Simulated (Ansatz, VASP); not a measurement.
## One calculation of Ag, two programs

```
Ag
1.0
     0.00000    2.07344    2.07344
     2.07344    0.00000    2.07344
     2.07344    2.07344    0.00000
Ag
1
Direct
  0.00000 0.00000 0.00000
```

Alike in both runs: functional PBE; k mesh 13 × 13 × 13; occupations fermi-dirac, width 0.1 eV; no spin polarisation.

Ansatz relaxed the structure, and its values are those at the end. VASP's run is a single point on that final structure, the one shown.

```csv
,VASP,Ansatz
version,VASP 6.6.1,Ansatz 0.2.0
potentials or method,"VASP PAW PBE potentials, release 64 (Ag)","plane waves (420 eV) with PAW, scalar-relativistic"
plane-wave cutoff (eV),520,420
valence electrons in the cell,11,19
```

VASP gave:

```
pressure (GPa) : -0.1
```

Task: Which values does Ansatz return?

Result: Pressure (GPa): 0.0.

The two sets of potentials don't hold the same shells in valence.
